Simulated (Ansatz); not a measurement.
The system is Sb.

```
CELL_PARAMETERS angstrom
3.20158 0.00000 0.00000
0.00000 3.20158 0.00000
0.00000 0.00000 3.20158
ATOMIC_POSITIONS crystal
Sb 0.00000 0.00000 0.00000
```

This isn't the form of Sb at room conditions, which is rhombohedral.

The cell isn't the ideal one: volume scaled by 1.04.

| Quantity | Value |
| --- | --- |
| Program | Ansatz 0.2.0 |
| Task | relaxation of cell and atoms |
| Functional | RPBE |
| Potentials or basis | all-electron LAPW, scalar-relativistic |
| Basis error allowed | 0.001 eV/atom |
| k mesh | 8 × 8 × 8 |
| Occupations | gaussian, width 0.05 eV |
| Spin | no spin polarisation |

At the start: volume 32.82 Å³/atom.

Where does the relaxation end?

Over 5 steps the energy falls by 17.2 meV/atom and the volume is 30.92 Å³/atom (-5.8 %); space group Pm-3m (No. 221, to 0.05 Å).

The path:
```csv
step,energy change (eV),largest force (eV/Å),volume (Å³)
1,0.0000,0.0000,32.82
2,-0.0160,0.0000,30.46
3,-0.0171,0.0000,30.97
4,-0.0172,0.0000,30.92
5,-0.0172,0.0000,30.92
```

Final structure:
```
Sb
1.0
     3.13864    0.00000    0.00000
     0.00000    3.13864    0.00000
     0.00000    0.00000    3.13864
Sb
1
Direct
  0.00000 0.00000 0.00000
```
